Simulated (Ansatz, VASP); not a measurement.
**Two plane-wave programs on ZnO**

```xyz
4
Lattice="3.2500 0.0000 0.0000 -1.6250 2.8146 0.0000 0.0000 0.0000 5.2100" Properties=species:S:1:pos:R:3 pbc="T T T"
Zn    0.0000    1.8764    0.0000
Zn    1.6250    0.9382    2.6050
O     0.0000    1.8764    1.9798
O     1.6250    0.9382    4.5848
```

Alike in both runs: task relaxation of cell and atoms; functional PBEsol; k mesh 8 × 8 × 5; no spin polarisation.

|  | VASP | Ansatz |
| --- | --- | --- |
| version | VASP 6.6.1 | Ansatz 0.2.0 |
| potentials or method | VASP PAW PBE potentials, release 64 (Zn, O) | scalar-relativistic, plane waves, PAW |
| plane-wave cutoff (eV) | 600 | 420 |
| occupations | gaussian, width 0.01 eV | fixed |
| valence electrons in the cell | 36 | 36 |

|  | VASP | Ansatz | Ansatz less VASP |
| --- | --- | --- | --- |
| gap on the k mesh at the Fermi level, each at its own relaxed structure (eV) | 0.68 | 0.70 | +0.021 |
| relaxed volume (Å³/atom) | 11.84 | 11.78 | -0.063 |
| relaxed cell length with the largest relative difference (Å) | 3.236 | 3.230 | -0.0060 |

Caveats: the PAW data sets were made with another functional, which shifts forces and pressure a little (VASP). As with any semilocal functional, this PBEsol gap is likely too small.
